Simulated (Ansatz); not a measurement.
# Glassy Al2O3 (180 atoms): where an added charge goes, part 3 of 4

Does an extra electron or hole in glassy Al2O3 (180 atoms) stay spread out, or do the atoms trap it?

Ansatz 0.2.0; Kohn-Sham DFT, PBE, PAW (set soft_1), plane waves.

The cell: 72 Al and 108 O. The quench rate of 20 K/ps is many orders above laboratory rates. The network of bonds at the start is that of the classical potential that made the cell. Sampling is at Γ alone, for a cell whose shortest periodic width is 13 Å.

So far. Step 3 (Relaxation): The relaxation converged after 8 steps, 11.0 eV below its start, with a largest force component of 0.029 eV/Å. Step 5 (An extra electron, atoms held): An extra electron, atoms held: the energy stands 8.55 eV above that of the reference. An odd electron should give 1 μB; this run ended with the carrier shared between both spins.

### 6. An extra electron, atoms relaxed

The atoms now respond to the charge; the energy gained comes from screening by the atoms, from trapping if the charge localises, and from any strain left in the reference.

input.yaml reads:

```yaml
crystal:
  lattice:
    - [12.5958, 0.0, 0.0]
    - [0.0, 12.5958, 0.0]
    - [0.0, 0.0, 12.5958]
  atoms:
    [... the 180 atom lines of step 4 ...]
total_charge: -1
kpoints:
  mp_grid: { grid: [1, 1, 1] }
hamiltonian:
  xc: pbe
  pseudopotentials: { kind: paw, azcp: { folder: soft_1 } }
scf:
  occupations: { method: fermi_dirac, width: 0.01 }
  lower_state_search: "off"
output:
  forces: true
magnetization:
  spin_polarized: true
  initial_magnetization: 1
relax:
  f_tol: 0.05
  max_steps: 90
```

Command:

```bash
$ ansatz run input.yaml --threads 4 --pin off --max-ram 15872MiB --backend cpu --events-out ev --progress --plain --runs-dir out
```

Numbers of over 12 decimals in the logs are rounded to 6 here.

The program printed:

```text
[...]
Crystal: 180 atoms, lattice volume = 1998.376 Å³
Basis set: ecut = 420 eV, 39127 PW (Γ), exchange–correlation on 180×180×180 points (8 copies of the dense FFT grid, shifted against one another)
Bands: 613, of which v1, the nominal top of the filled ones, is band 433 counted from 1 (432 counted from 0)
Symmetry: 1 space group operations
[...]
k-points: 1
[...]
Starting moments: Σ|m| = 1 μB on 180 of 180 sites
[...]
SCF iter   1: F=—  HF=-100308.345459 eV  |F-HF|=—  |Δ(HF+E_count)|=         —  Δρ=6.31e-2 (↑6.26e-2 ↓6.31e-2)  dr2=3.25e2  dr2_m=1.57e-3  M=1.000 μB ∫|m|=1.002 μB  β_m=1.00  ethr=3.10e-3  ⟨swp⟩=6.0  Hψ=5264  notcnv=0  defer=82
[...]
SCF iter   2: F=—  HF=-100237.870219 eV  |F-HF|=—  |Δ(HF+E_count)|=         —  Δρ=2.76e-2 (↑2.76e-2 ↓2.76e-2)  dr2=7.19e1  dr2_m=5.34e-4  M=0.534 μB ∫|m|=0.572 μB  β_m=0.30  ethr=3.10e-3  ⟨swp⟩=2.0  Hψ=2288  notcnv=0  defer=348
[...]
SCF iter   7: F=—  HF=-100220.770830 eV  |F-HF|=—  |Δ(HF+E_count)|=   6.48e-2  Δρ=3.16e-4 (↑2.94e-4 ↓3.16e-4)  dr2=6.96e-3  dr2_m=5.00e-5  M=0.398 μB ∫|m|=0.426 μB  β_m=0.30  ethr=6.12e-6  ⟨swp⟩=3.0  Hψ=1717  notcnv=0  defer=348
[...]
SCF iter   9: F=—  HF=-100220.780735 eV  |F-HF|=—  |Δ(HF+E_count)|=   6.61e-3  Δρ=8.82e-5 (↑8.82e-5 ↓8.70e-5)  dr2=6.55e-4  dr2_m=7.04e-6  M=0.318 μB ∫|m|=0.338 μB  β_m=0.64  ethr=4.81e-7  ⟨swp⟩=3.0  Hψ=1716  notcnv=0  defer=348
[...]
SCF iter  14: F=-100220.781575 eV  HF=-100220.781574 eV  |F-HF|=1.77e-6  |Δ(HF+E_count)|=   2.36e-5  Δρ=7.98e-6 (↑7.98e-6 ↓7.35e-6)  dr2=1.25e-6  dr2_m=7.02e-7  M=0.118 μB ∫|m|=0.125 μB  β_m=0.97  ethr=8.37e-11  ⟨swp⟩=1.0  Hψ=3630  notcnv=0
SCF iter  15: F=-100220.781592 eV  HF=-100220.781591 eV  |F-HF|=3.65e-7  |Δ(HF+E_count)|=   1.78e-5  Δρ=3.58e-6 (↑3.58e-6 ↓3.56e-6)  dr2=4.09e-7  dr2_m=1.27e-7  M=0.050 μB ∫|m|=0.053 μB  ethr=8.37e-11  ⟨swp⟩=1.0  Hψ=3630  notcnv=0
[...]
SCF 1 converged in 15 iterations: F = -100220.781592 eV  dr2 = 4.09e-7
[...]
relax step   1: F+E_penalty+E_count = -100220.78159165 eV  Δ(F+E_penalty+E_count) = +0.000e0 eV  max|allowed force component| = 7.867e-2 eV/Å  Δτ_max = 0.0000 Å  (15 SCF iters, dr2 threshold 6.25e-5 eV, accepted)
[...]
Starting moments: Σ|m| = 1 μB on 180 of 180 sites; this step starts from the density that it was given
[...]
SCF iter   1: F=—  HF=-100220.787294 eV  |F-HF|=—  |Δ(HF+E_count)|=         —  Δρ=1.33e-4 (↑1.32e-4 ↓1.33e-4)  dr2=1.71e-3  dr2_m=1.34e-7  M=0.050 μB ∫|m|=0.053 μB  β_m=0.30  ethr=1.81e-7  ⟨swp⟩=2.0  Hψ=3086  notcnv=0  defer=348
[...]
spin=Collinear: Kerker preconditioning applied to the charge; magnetization (m = ρ↑ − ρ↓) channel mixes plain (no charge-response kernel on spin).
SCF iter   2: F=—  HF=-100220.787117 eV  |F-HF|=—  |Δ(HF+E_count)|=   1.77e-4  Δρ=9.81e-5 (↑9.77e-5 ↓9.81e-5)  dr2=1.16e-3  dr2_m=1.11e-7  M=0.048 μB ∫|m|=0.051 μB  β_m=0.65  ethr=1.81e-7  ⟨swp⟩=1.0  Hψ=878  notcnv=0  defer=348
SCF iter   3: F=—  HF=-100220.786864 eV  |F-HF|=—  |Δ(HF+E_count)|=   2.52e-4  Δρ=2.13e-5 (↑2.13e-5 ↓2.11e-5)  dr2=2.56e-4  dr2_m=6.59e-8  M=0.040 μB ∫|m|=0.043 μB  β_m=0.72  ethr=1.34e-7  ⟨swp⟩=2.0  Hψ=1534  notcnv=0  defer=348
[...]
SCF iter  10: F=—  HF=-100220.787374 eV  |F-HF|=—  |Δ(HF+E_count)|=   1.18e-7  Δρ=1.73e-6 (↑1.66e-6 ↓1.73e-6)  dr2=4.45e-7  dr2_m=4.39e-10  M=0.003 μB ∫|m|=0.003 μB  β_m=0.89  ethr=1.19e-10  ⟨swp⟩=2.0  Hψ=1556  notcnv=0  defer=348
SCF iter  11: F=-100220.787374 eV  HF=-100220.787374 eV  |F-HF|=5.88e-8  |Δ(HF+E_count)|=   7.28e-8  Δρ=4.93e-7 (↑4.93e-7 ↓4.83e-7)  dr2=9.18e-8  dr2_m=2.05e-10  M=0.002 μB ∫|m|=0.002 μB  ethr=1.16e-11  ⟨swp⟩=2.0  Hψ=2804  notcnv=0
the starting moments were not kept: the SCF closed with an absolute magnetisation of 2.4e-3 μB, where they sum to 1 μB in size (180 sites). That is at most 0.1 of that sum. Measured as dr2_m measures the in/out step, that magnetisation stands 1.5e-8 eV from none, at or under the dr2_threshold of 1.0e-7 eV: it is no larger than a step whose dr2_m would equal this threshold.
SCF 2 converged in 11 iterations: F = -100220.787374 eV  dr2 = 9.18e-8
[...]
relax step   2: F+E_penalty+E_count = -100220.78737378 eV  Δ(F+E_penalty+E_count) = -5.782e-3 eV  max|allowed force component| = 4.365e-2 eV/Å  Δτ_max = 0.0048 Å  (11 SCF iters, accepted)
SCF converged after 11 iterations
Magnetization: 0.0023 μB (432.5011 up, 432.4989 down)
Absolute magnetization: 0.0024 μB (∫|ρ↑−ρ↓|, with the PAW one-centre terms)
[...]
Per-site moments (μB) at R_I (Å): [(4.508854725944343e-6, 0.726615), (3.1763615390907534e-6, 0.731084), (2.341626751485343e-6, 0.727400), (3.6814974280092058e-6, 0.723987), (1.6776273627515994e-6, 0.714091), [...]
Free energy (F): -100220.787374 eV
[...]
Internal energy: -100220.773511 eV  (E = F + TS)
E sigma→0 (E₀):  -100220.780442 eV
Entropy (-TS):   -0.013863 eV (-0.077 meV/atom)
Fermi energy:    8.549696 eV
[...]
Σ components = -100220.787374   (vs F -100220.787374, Δ=0.00e0)
--- Forces (eV/Å), atoms counted from 1 ---
  atom   1  Al     0.01278896    -0.00870774     0.01752073
  atom   2  Al     0.00247031    -0.00093589    -0.02984403
  atom   3  Al     0.00468750    -0.01941657     0.02507425
  atom   4  Al    -0.00023059     0.00739409     0.00893621
[...]
atom 180  O     -0.00023751     0.00889781     0.00041983
  max |Σ_I F_I| component: 8.52e-5 eV/Å
--- Relaxed structure (2 steps of the walk, 2 accepted, 0 SCFs on fresh bases) ---
  F+E_penalty+E_count = -100220.78737378 eV   max|allowed force component| = 4.365e-2 eV/Å
  atoms:
    - { symbol: Al, position: [0.108027, 0.346360, 0.835699] }
    - { symbol: Al, position: [0.628156, 0.676198, 0.241007] }
    - { symbol: Al, position: [0.864305, 0.358397, 0.756633] }
    - { symbol: Al, position: [0.927098, 0.416545, 0.982304] }
[...]
- { symbol: O, position: [0.068665, 0.837442, 0.605430] }
```

It took 3.4 min on 4 threads of Arm Neoverse V1, shared host; peak memory 5.5 GiB.

The relaxation converged after 2 steps, 0.00578 eV below its start, with a largest force component of 0.044 eV/Å.

An extra electron, atoms relaxed: the energy stands 8.54 eV above that of the reference. An odd electron should give 1 μB; this run ended with the carrier shared between both spins.

### 7. An extra electron, levels at the relaxed geometry

A single point at the new geometry gives levels and spin density.

input.yaml, the sections that differ from step 6:

```yaml
crystal:
  lattice:
    - [12.5958, 0.0, 0.0]
    - [0.0, 12.5958, 0.0]
    - [0.0, 0.0, 12.5958]
  atoms:
    - { symbol: Al, position: [0.10803, 0.34636, 0.8357] }
    - { symbol: Al, position: [0.62816, 0.6762, 0.24101] }
    - { symbol: Al, position: [0.8643, 0.3584, 0.75663] }
    - { symbol: Al, position: [0.9271, 0.41654, 0.9823] }
    - { symbol: Al, position: [0.47346, 0.65773, 0.40378] }
    - { symbol: Al, position: [0.23007, 0.57124, 0.77569] }
    [... 168 atom lines left out ...]
    - { symbol: O, position: [0.20544, 0.88648, 0.39812] }
    - { symbol: O, position: [0.8768, 0.72824, 0.22136] }
    - { symbol: O, position: [0.46286, 0.84436, 0.20217] }
    - { symbol: O, position: [0.01011, 0.0932, 0.14329] }
    - { symbol: O, position: [0.00767, 0.92537, 0.99335] }
    - { symbol: O, position: [0.06867, 0.83744, 0.60543] }
output:
  forces: true
  stress: true
  populations: intrinsic
  dos:
    method: { smearing: { sigma: 0.1 } }
    de: 0.1
    projected: { site_lists: { Al: [Al], O: [O] } }
  eigenvalues: true
  write_density: true
  write_potential: true
  volumetric_format: npy
# total_charge, kpoints, hamiltonian, scf, magnetization: as in step 6
# relax: removed
```

The program printed:

```text
[...]
Crystal: 180 atoms, lattice volume = 1998.376 Å³
Basis set: ecut = 420 eV, 39127 PW (Γ), exchange–correlation on 180×180×180 points (8 copies of the dense FFT grid, shifted against one another)
Bands: 613, of which v1, the nominal top of the filled ones, is band 433 counted from 1 (432 counted from 0)
Symmetry: 1 space group operations
[...]
k-points: 1
[...]
Starting moments: Σ|m| = 1 μB on 180 of 180 sites
[...]
SCF iter   1: F=—  HF=-100308.356792 eV  |F-HF|=—  |Δ(HF+E_count)|=         —  Δρ=6.31e-2 (↑6.26e-2 ↓6.31e-2)  dr2=3.25e2  dr2_m=1.58e-3  M=1.000 μB ∫|m|=1.002 μB  β_m=1.00  ethr=3.10e-3  ⟨swp⟩=6.0  Hψ=5264  notcnv=0  defer=84
[...]
SCF iter   2: F=—  HF=-100237.879707 eV  |F-HF|=—  |Δ(HF+E_count)|=         —  Δρ=2.76e-2 (↑2.76e-2 ↓2.76e-2)  dr2=7.19e1  dr2_m=5.30e-4  M=0.536 μB ∫|m|=0.575 μB  β_m=0.30  ethr=3.10e-3  ⟨swp⟩=2.0  Hψ=2288  notcnv=0  defer=348
[...]
SCF iter   6: F=—  HF=-100220.711840 eV  |F-HF|=—  |Δ(HF+E_count)|=   5.51e-2  Δρ=1.05e-3 (↑1.03e-3 ↓1.05e-3)  dr2=5.30e-2  dr2_m=6.55e-5  M=0.433 μB ∫|m|=0.463 μB  β_m=0.30  ethr=1.23e-5  ⟨swp⟩=2.0  Hψ=924  notcnv=0  defer=348
[...]
SCF iter   8: F=—  HF=-100220.784589 eV  |F-HF|=—  |Δ(HF+E_count)|=   4.88e-2  Δρ=1.42e-4 (↑1.42e-4 ↓1.40e-4)  dr2=2.35e-3  dr2_m=6.29e-6  M=0.345 μB ∫|m|=0.367 μB  β_m=0.70  ethr=3.76e-6  ⟨swp⟩=3.0  Hψ=1553  notcnv=0  defer=348
[...]
SCF iter  17: F=-100220.787362 eV  HF=-100220.787362 eV  |F-HF|=1.40e-8  |Δ(HF+E_count)|=   6.18e-7  Δρ=1.03e-6 (↑1.03e-6 ↓1.01e-6)  dr2=5.40e-8  dr2_m=2.67e-9  M=0.006 μB ∫|m|=0.007 μB  β_m=0.81  ethr=1.16e-11  ⟨swp⟩=20.0  Hψ=10947  notcnv=0
SCF iter  18: F=-100220.787362 eV  HF=-100220.787362 eV  |F-HF|=2.63e-9  |Δ(HF+E_count)|=   6.36e-8  Δρ=4.15e-7 (↑3.44e-7 ↓4.15e-7)  dr2=9.17e-9  dr2_m=7.21e-11  M=0.000 μB ∫|m|=0.001 μB  ethr=6.24e-12  ⟨swp⟩=5.0  Hψ=6226  notcnv=0
[...]
SCF 1 converged in 18 iterations: F = -100220.787362 eV  dr2 = 9.17e-9
[...]
SCF converged after 18 iterations
Magnetization: 0.0005 μB (432.5002 up, 432.4998 down)
Absolute magnetization: 0.0005 μB (∫|ρ↑−ρ↓|, with the PAW one-centre terms)
[...]
Per-site moments (μB) at R_I (Å): [(9.724504587204704e-7, 0.726608), (6.828531808480186e-7, 0.731105), (4.977724180543488e-7, 0.727391), (7.847441170715189e-7, 0.723980), (3.5447904898102723e-7, 0.714082), [...]
Free energy (F): -100220.787362 eV
[...]
Internal energy: -100220.773499 eV  (E = F + TS)
E sigma→0 (E₀):  -100220.780431 eV
Entropy (-TS):   -0.013863 eV (-0.077 meV/atom)
Fermi energy:    8.549708 eV
[...]
Σ components = -100220.787362   (vs F -100220.787362, Δ=0.00e0)
--- Forces (eV/Å), atoms counted from 1 ---
  atom   1  Al     0.01254133    -0.00888725     0.01736072
  atom   2  Al     0.00247237    -0.00119605    -0.03095159
  atom   3  Al     0.00533237    -0.01983896     0.02569244
  atom   4  Al    -0.00005731     0.00987728     0.01056341
[...]
atom 180  O     -0.00255448     0.00928495     0.00074714
  max |Σ_I F_I| component: 8.51e-5 eV/Å
--- Stress (GPa, compression-positive) ---
        2.265693      -0.708879       0.844809
       -0.708878      -0.047666      -0.243554
        0.844809      -0.243560       0.118273
  P = ⅓ Tr σ = 0.7788 GPa (7.788 kbar)
--- Band table (eV) ---
[...]
--- intrinsic populations: 180 sites ---
  site symbol       q [e]    m [muB]
     0     Al      1.6363     0.0000
     1     Al      1.6632     0.0000
     2     Al      1.6740     0.0000
[...]
179      O      6.9039     0.0000
  spilling = -0.000000 (of n_electrons = 865.000000)
```

Wall time 3.2 min (4 threads); peak memory 5.6 GiB.

An extra electron, levels at the relaxed geometry: the energy stands 8.54 eV above that of the reference. An odd electron should give 1 μB; this run ended with the carrier shared between both spins.

The levels nearest the highest filled one (over half full), pooled over k-points and spins:

```
level less the highest filled one (eV)  occupation
                                 -3.45           1
                                 -3.45           1
                                     0         0.5
                                     0         0.5
                                  1.48           0
                                  1.48           0
                                  1.57           0
                                  1.57           0
```

### 8. Neutral at the geometry of the electron

The neutral cell at the new geometry gives the energy of that geometry without the charge.

input.yaml, the sections that differ from step 7:

```yaml
crystal:
  lattice:
    - [12.5958, 0.0, 0.0]
    - [0.0, 12.5958, 0.0]
    - [0.0, 0.0, 12.5958]
  atoms:
    [... the 180 atom lines of step 7 ...]
scf:
  occupations: { method: fixed }
output:
  forces: true
  stress: true
  populations: intrinsic
  dos:
    method: { smearing: { sigma: 0.1 } }
    de: 0.1
    projected: { site_lists: { Al: [Al], O: [O] } }
  eigenvalues: true
# kpoints, hamiltonian: as in step 7
# total_charge: removed
# magnetization: removed
```

The program printed:

```text
[...]
Crystal: 180 atoms, lattice volume = 1998.376 Å³
Basis set: ecut = 420 eV, 39127 PW (Γ), exchange–correlation on 180×180×180 points (8 copies of the dense FFT grid, shifted against one another)
Bands: 612, of which v1, the nominal top of the filled ones, is band 432 counted from 1 (431 counted from 0)
Symmetry: 1 space group operations
[...]
k-points: 1
[...]
SCF iter   1: F=—  HF=-100321.044261 eV  |F-HF|=—  |Δ(HF+E_count)|=         —  Δρ=1.28e-1  dr2=3.38e2  ethr=3.10e-3  ⟨swp⟩=5.0  Hψ=2096  notcnv=0  defer=175
[...]
SCF iter  12: F=—  HF=-100229.328382 eV  |F-HF|=—  |Δ(HF+E_count)|=   4.13e-7  Δρ=2.80e-6  dr2=1.19e-7  ethr=1.16e-11  ⟨swp⟩=19.0  Hψ=4077  notcnv=0
SCF iter  13: F=-100229.328382 eV  HF=-100229.328382 eV  |F-HF|=1.44e-9  |Δ(HF+E_count)|=   1.27e-8  Δρ=6.89e-7  dr2=7.57e-9  ethr=1.16e-11  ⟨swp⟩=5.0  Hψ=1707  notcnv=0
SCF 1 converged in 13 iterations: F = -100229.328382 eV  dr2 = 7.57e-9
[...]
SCF converged after 13 iterations
Free energy (F): -100229.328382 eV
[...]
Internal energy: -100229.328382 eV  (E = F + TS)
E sigma→0 (E₀):  -100229.328382 eV
Fermi energy:    5.153907 eV
[...]
Σ components = -100229.328382   (vs F -100229.328382, Δ=0.00e0)
--- Forces (eV/Å), atoms counted from 1 ---
  atom   1  Al    -0.00485124     0.00804811    -0.00817611
  atom   2  Al    -0.00140565     0.02239021     0.00599662
  atom   3  Al     0.01700260     0.01081854    -0.01871417
  atom   4  Al     0.00626968    -0.00077143     0.00056583
[...]
atom 180  O     -0.00233042     0.00892131    -0.00046589
  max |Σ_I F_I| component: 1.05e-4 eV/Å
--- Stress (GPa, compression-positive) ---
        2.088682      -0.706649       0.870514
       -0.706649      -0.246209      -0.237737
        0.870513      -0.237744      -0.070458
  P = ⅓ Tr σ = 0.5907 GPa (5.907 kbar)
--- Band table (eV) ---
[...]
--- intrinsic populations: 180 sites ---
  site symbol       q [e]
     0     Al      1.6219
     1     Al      1.6510
     2     Al      1.6627
[...]
179      O      6.9020
  spilling = -0.000000 (of n_electrons = 864.000000)
```

Wall time 74 s (4 threads); peak memory 3.1 GiB.

Neutral at the geometry of the electron: the energy stands 0.00153 eV above that of the reference.

(Part 3 of 4 ends here.)

[Logs are printed without paths, hosts, clocks, repeated set-up lines and the standing remarks that a program may print on its own settings, such as how far it seeks lower states.]

[Hosts, paths, dates, database ids (printed as entryN), source tags and the programs' standing remarks are cut or masked in the printed files.]
